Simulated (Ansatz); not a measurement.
# Bi in Ansatz: the effect of functional

Bi:

```xyz
2
Lattice="2.2212 1.2824 3.8576 -2.2212 1.2824 3.8576 0.0000 -2.5648 3.8576" Properties=species:S:1:pos:R:3 pbc="T T T"
Bi    0.0000    0.0000    8.8648
Bi    0.0000    0.0000    2.7080
```

The cell isn't the ideal one: volume scaled by 0.94.

Alike in all runs:

* Program: Ansatz 0.2.0
* Task: single point
* Potentials or basis: Ansatz PAW
* k mesh: 7 × 7 × 7
* Occupations: fermi-dirac, width 0.05 eV
* Spin: no spin polarisation

```csv
functional,cutoff,gap on the mesh (eV),pressure (GPa),largest force (eV/Å)
LDA,420 eV (not typed: the program's choice for these potentials),0.30,1.7,0.34
PBEsol,420 eV (not typed: the program's choice for these potentials),?,?,?
r2SCAN,500 eV (not typed: the program's choice for these potentials),0.33,5.0,0.34
```

Problem. What does the run with functional PBEsol give?

Solution. gap on the mesh 0.29 eV; pressure 3.1 GPa; largest force 0.43 eV/Å.

Caveats: odd divisions of the mesh miss points on the zone boundary, where band edges often lie, so the gap on the mesh can be too wide; spin-orbit coupling is left out, which as a rule narrows the gap of such compounds by several tenths of an eV; the PAW data sets come from PBE, with cores solved anew for the run's functional, which leaves a small shift of forces and pressure.

A k mesh can miss the band edges.
